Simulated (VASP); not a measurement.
# Pb (C2/m) in VASP: notebook

Runs on Pb. Level: LDA. Tasks: single point.

Everything below comes from runs of VASP 6.6.1. Logs are shortened: lines on timing, memory, paths and dates and some standing lists are left out, and cuts for length are marked.

**1. Starting point**

Symmetry: C2/m, No. 12, monoclinic system. Conventional cell: a = 6.077 Å, b = 3.501 Å, c = 6.452 Å, α = 90.00°, β = 109.14°, γ = 90.00°. Around Pb (site symmetry m) lie 10 Pb at 3.34 to 3.51 Å.

This isn't the form of Pb at room conditions, which is fcc.

**2. Single point, LDA**

Input file INCAR:

```
SYSTEM = Pb
ADDGRID = .False. ; ALGO = Normal
EDIFF = 1E-6 ; ENCUT = 220
GGA = CA ; ISIF = 2
ISMEAR = 1 ; LASPH = .True.
LCHARG = .False. ; LREAL = .False.
LWAVE = .False. ; NELM = 100
PREC = Accurate ; SIGMA = 0.2
```

Input file KPOINTS:

```
k-points
0
Gamma
  16 16 8
  0 0 0
```

Input file POSCAR:

```
Pb
1.0
    3.0386068135     -1.7503199600      0.0000000000
    3.0386068135      1.7503199600      0.0000000000
   -2.1154626375      0.0000000000      6.0952248674
Pb
2
Direct
    0.9226740000      0.9042520000      0.7213670000
    0.1042030000      0.0659440000      0.2801110000
```

Potentials or basis: VASP PAW LDA potentials, release 64 (Pb_d).

On the command line:

```bash
$ cat potpaw_LDA.64/Pb_d/POTCAR > POTCAR
$ mpirun -np 1 vasp_std > vasp.out
```

OUTCAR:

```text
SYSTEM = Pb
   EDIFF = 1E-6
   ENCUT = 220
   GGA = CA
   ISIF = 2
   ISMEAR = 1
   LASPH = .True.
   LREAL = .False.
   NELM = 100
   PREC = Accurate

 Found   1028 irreducible k-points:

 Following reciprocal coordinates:
            Coordinates               Weight
  0.000000  0.000000  0.000000      1.000000
  0.062500  0.000000  0.000000      2.000000
 -0.000000 -0.062500  0.000000      2.000000
  0.125000  0.000000  0.000000      2.000000
 -0.000000 -0.125000  0.000000      2.000000
  0.187500  0.000000 -0.000000      2.000000
   k-points           NKPTS =   1028   k-points in BZ     NKDIM =   1028   number of bands    NBANDS=     18
   number of dos      NEDOS =    301   number of ions     NIONS =      2
   total plane-waves  NPLWV =  10368
   dimension x,y,z NGX =    18 NGY =   18 NGZ =   32
   dimension x,y,z NGXF=    36 NGYF=   36 NGZF=   64
   ions per type =               2
   NGX,Y,Z   is equivalent  to a cutoff of   8.53,  8.53,  8.25 a.u.
   NGXF,Y,Z  is equivalent  to a cutoff of  17.07, 17.07, 16.49 a.u.
 SYSTEM =  Pb
   PREC   = accura    normal or accurate (medium, high low for compatibility)
   ISTART =      0    job   : 0-new  1-cont  2-samecut
   ICHARG =      2    charge: 1-file 2-atom 10-const
   ISPIN  =      1    spin polarized calculation?
   LNONCOLLINEAR =      F non collinear calculations
   LSORBIT =      F    spin-orbit coupling
   LASPH  =      T    aspherical Exc in radial PAW
   ENCUT  =  220.0 eV  16.17 Ry    4.02 a.u.   4.24  4.24  7.80*2*pi/ulx,y,z
   NELM   =    100;   NELMIN=  2; NELMDL= -5     # of ELM steps
   EDIFF  = 0.1E-05   stopping-criterion for ELM
   LREAL  =      F    real-space projection
   EDIFFG = 0.1E-04   stopping-criterion for IOM
   NSW    =      0    number of steps for IOM
   IBRION =     -1    ionic relax: 0-MD 1-quasi-New 2-CG
   NFREE  =      0    steps in history (QN), initial steepest desc. (CG)
   ISIF   =      2    stress and relaxation
   ISYM   =      2    0-nonsym 1-usesym 2-fastsym
   POTIM  = 0.5000    time-step for ionic-motion
   TEBEG  =    0.0;   TEEND  =   0.0 temperature during run
   PSTRESS=    0.0 pullay stress
   NELECT =      28.0000    total number of electrons
   NUPDOWN=      -1.0000    fix difference up-down
   EMIN   =  10.00;   EMAX   =-10.00  energy-range for DOS
   EFERMI =   0.00;   METHOD = LEGACY
   ISMEAR =     1;   SIGMA  =   0.20  broadening in eV -4-tet -1-fermi 0-gaus
   EFERMI_NEDOS =   21; number of points for ismear=-14 and -15
   IALGO  =     38    algorithm
   IMIX   =      4    mixing-type and parameters
     AMIX     =   0.40;   BMIX     =  1.00
     AMIX_MAG =   1.60;   BMIX_MAG =  1.00
  volume/ion in A,a.u.               =      32.42       218.77
  Fermi-wavevector in a.u.,A,eV,Ry     =   1.237438  2.338420 20.833975  1.531254
  Thomas-Fermi vector in A             =   2.372006
   LORBIT       =      0    0 simple, 1 ext, 2 COOP (PROOUT), +10 PAW based schemes
   GGA     = CA    functional components
   LHFCALC =     F    Hartree Fock is set to
   AEXX    =    0.0000 exact exchange contribution
   IVDW    =     0    specifies the selected vdW correction
   LEPSILON=     F    determine dielectric tensor
   LRPA    =     F    only Hartree local field effects (RPA)
 non-spin polarized calculation
 Methfessel and Paxton  Order N= 1 SIGMA  =   0.20
  energy-cutoff  :      220.00
  volume of cell :       64.84
 maximum number of plane-waves:       490
 NGX is ok and might be reduce to    18
   NGX =  9   NGY =  9   NGZ = 15

 number of electron      28.0000028 magnetization

 Free energy of the ion-electron system (eV)
  ---------------------------------------------------
  ext. energy  EPLUGINS =         0.00000000
  ---------------------------------------------------
  free energy    TOTEN  =        -8.27631679 eV

  energy without entropy =       -8.27633756  energy(sigma->0) =       -8.27632371

 E-fermi :   6.2939     XC(G=0): -10.0825

 val. band max:        6.2925929967   @ k =   0.5000   0.1250  -0.3750
 cond. band min:       6.2941773166   @ k =   0.5000   0.2500   0.2500
 fundamental gap:      0.0015843199
 Fermi energy:         6.2938535527

 k-point     1 :       0.0000    0.0000    0.0000
  band No.  band energies     occupation
      1     -10.7962      2.00000
      2     -10.7154      2.00000
      3     -10.7152      2.00000
      4     -10.7145      2.00000
      5     -10.7096      2.00000
      6     -10.7068      2.00000
      7     -10.5823      2.00000
      8     -10.5625      2.00000
      9     -10.5078      2.00000
     10     -10.4969      2.00000
     11      -5.3153      2.00000
     12      -2.1469      2.00000
     13       2.3163      2.00000
     14      12.3953      0.00000
     15      12.4545      0.00000
     16      12.5515      0.00000
     17      12.7788      0.00000
     18      12.8795      0.00000

 k-point     2 :       0.0625    0.0000    0.0000
  band No.  band energies     occupation
      1     -10.7933      2.00000
      2     -10.7262      2.00000
      3     -10.7148      2.00000
      4     -10.7066      2.00000
      5     -10.7060      2.00000
      6     -10.6878      2.00000
      7     -10.5850      2.00000
      8     -10.5645      2.00000
      9     -10.5087      2.00000
     10     -10.4974      2.00000
     11      -5.2474      2.00000
     12      -2.0992      2.00000
     13       2.3999      2.00000
     14      11.3818      0.00000
     15      12.1086      0.00000
     16      12.2224      0.00000
     17      12.7280      0.00000
     18      12.8635      0.00000

 k-point     3 :      -0.0000   -0.0625    0.0000
  band No.  band energies     occupation
      1     -10.7930      2.00000
      2     -10.7262      2.00000
      3     -10.7144      2.00000
      4     -10.7072      2.00000
      5     -10.7053      2.00000
      6     -10.6884      2.00000
      7     -10.5833      2.00000
      8     -10.5663      2.00000
      9     -10.5096      2.00000
     10     -10.4964      2.00000
     11      -5.2476      2.00000
     12      -2.0987      2.00000
     13       2.3992      2.00000
     14      11.4000      0.00000
     15      12.0788      0.00000
     16      12.2257      0.00000
     17      12.7200      0.00000
     18      12.8832      0.00000

 k-point     4 :       0.1250    0.0000    0.0000
  band No.  band energies     occupation
      1     -10.7846      2.00000
      2     -10.7419      2.00000
      3     -10.7208      2.00000
      4     -10.6849      2.00000
      5     -10.6781      2.00000
      6     -10.6598      2.00000
      7     -10.5915      2.00000
      8     -10.5702      2.00000
      9     -10.5128      2.00000
     10     -10.4970      2.00000
     11      -5.0441      2.00000
     12      -1.9559      2.00000
     13       2.6459      2.00000
     14       9.7229     -0.00000
     15      11.0250      0.00000
     16      11.5005      0.00000
     17      12.5819      0.00000
     18      12.7656      0.00000

 k-point     5 :      -0.0000   -0.1250    0.0000
  band No.  band energies     occupation
      1     -10.7828      2.00000
      2     -10.7436      2.00000
      3     -10.7198      2.00000
      4     -10.6863      2.00000
      5     -10.6773      2.00000
      6     -10.6617      2.00000
      7     -10.5839      2.00000
      8     -10.5780      2.00000
      9     -10.5138      2.00000
     10     -10.4945      2.00000
     11      -5.0448      2.00000
     12      -1.9539      2.00000
     13       2.6429      2.00000
     14       9.7318     -0.00000
     15      11.0304      0.00000
     16      11.4864      0.00000
     17      12.6101      0.00000
     18      12.7438      0.00000

 k-point     6 :       0.1875    0.0000   -0.0000
  band No.  band energies     occupation
      1     -10.7820      2.00000
      2     -10.7552      2.00000
      3     -10.7344      2.00000
      4     -10.6636      2.00000
      5     -10.6515      2.00000
      6     -10.6416      2.00000
      7     -10.5883      2.00000
      8     -10.5682      2.00000
      9     -10.5217      2.00000
     10     -10.4956      2.00000
     11      -4.7068      2.00000
     12      -1.7181      2.00000
     13       3.0387      2.00000
     14       7.9933     -0.00000
     15       9.6295     -0.00000
     16      10.8570      0.00000
     17      12.1164      0.00000
     18      12.7101      0.00000

 [... further k-points ...]

------------------------ aborting loop because EDIFF is reached ----------------------------------------

  FORCE on cell =-STRESS in cart. coord.  units (eV):
  Direction    XX          YY          ZZ          XY          YZ          ZX
  --------------------------------------------------------------------------------------
  -------------------------------------------------------------------------------------
  Total       -3.4060715     -3.4387811     -3.1801935     -0.0184599     -0.0320687     -0.0710814
  in kB      -84.1690964    -84.9773980    -78.5873143     -0.4561706     -0.7924650     -1.7565265
  external PRESSURE =     -82.5779362 kB  Pullay stress =       0.0000000 kB

 VOLUME and BASIS-vectors are now :
 -----------------------------------------------------------------------------
  energy-cutoff  :      220.00
  volume of cell :       64.84
      direct lattice vectors                 reciprocal lattice vectors
     3.038606813 -1.750319960  0.000000000     0.164549095 -0.285662057  0.057109864
     3.038606813  1.750319960  0.000000000     0.164549095  0.285662057  0.057109864
    -2.115462637  0.000000000  6.095224867     0.000000000  0.000000000  0.164062856

 POSITION                                       TOTAL-FORCE (eV/Angst)
 -----------------------------------------------------------------------------------
      4.02528     -0.03224      4.39689        -0.014893     -0.011078      0.090786
     -0.07555     -0.06697      1.70734         0.014893      0.011078     -0.090786
 -----------------------------------------------------------------------------------
    total drift:                                0.000013      0.000053      0.000118

  FREE ENERGIE OF THE ION-ELECTRON SYSTEM (eV)
  ---------------------------------------------------
  free  energy   TOTEN  =        -8.2763167874 eV

  energy  without entropy=       -8.2763375560  energy(sigma->0) =       -8.27632371
```

Wall time 86 s (1 thread of Intel Xeon 6975P-C (Granite Rapids), shared host); peak memory 0.35 GiB.

The run converged, but a check on its numbers failed (symmetry, net force, bounds or a known fault of this set-up), so they aren't taken as properties of the crystal.

Caveat: the cutoff lies under the usual one of these potentials, so the numbers hold a large basis-set error.

**3. Single point, LDA**

INCAR: that of step 2 with these lines changed.

```diff
@@ -2,3 +2,3 @@
 ADDGRID = .False. ; ALGO = Normal
-EDIFF = 1E-6 ; ENCUT = 220
+EDIFF = 1E-6 ; ENCUT = 400
 GGA = CA ; ISIF = 2
```

Input file KPOINTS:

```
k-points
0
Gamma
  12 12 6
  0 0 0
```

Input file POSCAR:

```
Pb
1.0
    3.0386068135     -1.7503199600      0.0000000000
    3.0386068135      1.7503199600      0.0000000000
   -2.1154626375      0.0000000000      6.0952248674
Pb
2
Direct
    0.9085084100      0.9085084100      0.7262922000
    0.0914915900      0.0914915900      0.2737078000
```

Potentials or basis: VASP PAW LDA potentials, release 64 (Pb_d).

On the command line:

```bash
$ cat potpaw_LDA.64/Pb_d/POTCAR > POTCAR
$ mpirun -np 1 vasp_std > vasp.out
```

OUTCAR:

```text
SYSTEM = Pb
   EDIFF = 1E-6
   ENCUT = 400
   GGA = CA
   ISIF = 2
   ISMEAR = 1
   LASPH = .True.
   LREAL = .False.
   NELM = 100
   PREC = Accurate

 Found    242 irreducible k-points:

 Following reciprocal coordinates:
            Coordinates               Weight
  0.000000  0.000000  0.000000      1.000000
  0.083333 -0.000000  0.000000      4.000000
  0.166667  0.000000  0.000000      4.000000
  0.250000  0.000000 -0.000000      4.000000
  0.333333  0.000000  0.000000      4.000000
  0.416667  0.000000  0.000000      4.000000
   k-points           NKPTS =    242   k-points in BZ     NKDIM =    242   number of bands    NBANDS=     18
   number of dos      NEDOS =    301   number of ions     NIONS =      2
   total plane-waves  NPLWV =  24192
   dimension x,y,z NGX =    24 NGY =   24 NGZ =   42
   dimension x,y,z NGXF=    48 NGYF=   48 NGZF=   84
   ions per type =               2
   NGX,Y,Z   is equivalent  to a cutoff of  11.38, 11.38, 10.82 a.u.
   NGXF,Y,Z  is equivalent  to a cutoff of  22.76, 22.76, 21.64 a.u.
 SYSTEM =  Pb
   PREC   = accura    normal or accurate (medium, high low for compatibility)
   ISTART =      0    job   : 0-new  1-cont  2-samecut
   ICHARG =      2    charge: 1-file 2-atom 10-const
   ISPIN  =      1    spin polarized calculation?
   LNONCOLLINEAR =      F non collinear calculations
   LSORBIT =      F    spin-orbit coupling
   LASPH  =      T    aspherical Exc in radial PAW
   ENCUT  =  400.0 eV  29.40 Ry    5.42 a.u.   5.72  5.72 10.52*2*pi/ulx,y,z
   NELM   =    100;   NELMIN=  2; NELMDL= -5     # of ELM steps
   EDIFF  = 0.1E-05   stopping-criterion for ELM
   LREAL  =      F    real-space projection
   EDIFFG = 0.1E-04   stopping-criterion for IOM
   NSW    =      0    number of steps for IOM
   IBRION =     -1    ionic relax: 0-MD 1-quasi-New 2-CG
   NFREE  =      0    steps in history (QN), initial steepest desc. (CG)
   ISIF   =      2    stress and relaxation
   ISYM   =      2    0-nonsym 1-usesym 2-fastsym
   POTIM  = 0.5000    time-step for ionic-motion
   TEBEG  =    0.0;   TEEND  =   0.0 temperature during run
   PSTRESS=    0.0 pullay stress
   NELECT =      28.0000    total number of electrons
   NUPDOWN=      -1.0000    fix difference up-down
   EMIN   =  10.00;   EMAX   =-10.00  energy-range for DOS
   EFERMI =   0.00;   METHOD = LEGACY
   ISMEAR =     1;   SIGMA  =   0.20  broadening in eV -4-tet -1-fermi 0-gaus
   EFERMI_NEDOS =   21; number of points for ismear=-14 and -15
   IALGO  =     38    algorithm
   IMIX   =      4    mixing-type and parameters
     AMIX     =   0.40;   BMIX     =  1.00
     AMIX_MAG =   1.60;   BMIX_MAG =  1.00
  volume/ion in A,a.u.               =      32.42       218.77
  Fermi-wavevector in a.u.,A,eV,Ry     =   1.237438  2.338420 20.833975  1.531254
  Thomas-Fermi vector in A             =   2.372006
   LORBIT       =      0    0 simple, 1 ext, 2 COOP (PROOUT), +10 PAW based schemes
   GGA     = CA    functional components
   LHFCALC =     F    Hartree Fock is set to
   AEXX    =    0.0000 exact exchange contribution
   IVDW    =     0    specifies the selected vdW correction
   LEPSILON=     F    determine dielectric tensor
   LRPA    =     F    only Hartree local field effects (RPA)
 non-spin polarized calculation
 Methfessel and Paxton  Order N= 1 SIGMA  =   0.20
  energy-cutoff  :      400.00
  volume of cell :       64.84
 maximum number of plane-waves:      1192
   NGX = 11   NGY = 11   NGZ = 21

 number of electron      27.9999994 magnetization

 Free energy of the ion-electron system (eV)
  ---------------------------------------------------
  ext. energy  EPLUGINS =         0.00000000
  ---------------------------------------------------
  free energy    TOTEN  =        -8.32215273 eV

  energy without entropy =       -8.32166003  energy(sigma->0) =       -8.32198849

 E-fermi :   6.2587     XC(G=0): -10.0934

 val. band max:        6.2519625638   @ k =   0.5000   0.2500   0.3333
 cond. band min:       6.2606784794   @ k =   0.3333   0.1667   0.0000
 fundamental gap:      0.0087159156
 Fermi energy:         6.2587228788

 k-point     1 :       0.0000    0.0000    0.0000
  band No.  band energies     occupation
      1     -10.8237      2.00000
      2     -10.7142      2.00000
      3     -10.7134      2.00000
      4     -10.7105      2.00000
      5     -10.7103      2.00000
      6     -10.6867      2.00000
[... 10 lines left out ...]
     17      12.6943      0.00000
     18      12.8078      0.00000
[... 85 lines left out ...]
 k-point     6 :       0.4167    0.0000    0.0000
  band No.  band energies     occupation
      1     -10.8298      2.00000
      2     -10.7873      2.00000
      3     -10.7669      2.00000
      4     -10.7271      2.00000
      5     -10.6379      2.00000
      6     -10.5400      2.00000
[... 10 lines left out ...]
     17      10.3919      0.00000
     18      10.4053      0.00000

 [... further k-points ...]

------------------------ aborting loop because EDIFF is reached ----------------------------------------

  FORCE on cell =-STRESS in cart. coord.  units (eV):
  Direction    XX          YY          ZZ          XY          YZ          ZX
  --------------------------------------------------------------------------------------
  -------------------------------------------------------------------------------------
  Total       -1.3141561     -1.3122211     -1.0026015      0.0000000      0.0000000     -0.0027561
  in kB      -32.4747540    -32.4269364    -24.7757745      0.0000000      0.0000000     -0.0681080
  external PRESSURE =     -29.8924883 kB  Pullay stress =       0.0000000 kB

 VOLUME and BASIS-vectors are now :
 -----------------------------------------------------------------------------
  energy-cutoff  :      400.00
  volume of cell :       64.84
      direct lattice vectors                 reciprocal lattice vectors
     3.038606813 -1.750319960  0.000000000     0.164549095 -0.285662057  0.057109864
     3.038606813  1.750319960  0.000000000     0.164549095  0.285662057  0.057109864
    -2.115462637  0.000000000  6.095224867     0.000000000  0.000000000  0.164062856

 POSITION                                       TOTAL-FORCE (eV/Angst)
 -----------------------------------------------------------------------------------
      3.98476      0.00000      4.42691         0.014578      0.000000     -0.077465
     -0.02300      0.00000      1.66831        -0.014578      0.000000      0.077465
 -----------------------------------------------------------------------------------
    total drift:                                0.000000      0.000000     -0.000000

  FREE ENERGIE OF THE ION-ELECTRON SYSTEM (eV)
  ---------------------------------------------------
  free  energy   TOTEN  =        -8.3221527266 eV

  energy  without entropy=       -8.3216600259  energy(sigma->0) =       -8.32198849
```

Wall time 37 s (1 thread of Intel Xeon 6975P-C (Granite Rapids), shared host); peak memory 0.25 GiB.

The run converged, but some of its settings lie outside the range that counts as converged, so its numbers aren't taken as properties of the crystal.

Results:

```
Free energy            : -8.3222 eV
Pressure               : -3.0 GPa
Largest force          : 0.079 eV/Å
Band gap on the k mesh : none (metal or under the smearing width)
```

**4. Single point, LDA**

INCAR is that of step 3.

KPOINTS is that of step 3.

Input file POSCAR:

```
Pb
1.0
    3.0386068135     -1.7503199600      0.0000000000
    3.0386068135      1.7503199600      0.0000000000
   -2.1154626375      0.0000000000      6.0952248674
Pb
2
Direct
    0.9226740000      0.9042520000      0.7213670000
    0.1042030000      0.0659440000      0.2801110000
```

On the command line:

```bash
$ cat potpaw_LDA.64/Pb_d/POTCAR > POTCAR
$ mpirun -np 1 vasp_std > vasp.out
```

Wall time 66 s (1 thread of Intel Xeon 6975P-C (Granite Rapids), shared host); peak memory 0.36 GiB.

The run converged, but some of its settings lie outside the range that counts as converged, so its numbers aren't taken as properties of the crystal.

What came out:

```
Free energy            : -8.3225 eV
Pressure               : -2.6 GPa
Largest force          : 0.076 eV/Å
Band gap on the k mesh : none (metal or under the smearing width)
```

(Continued in part 2 of 2.)
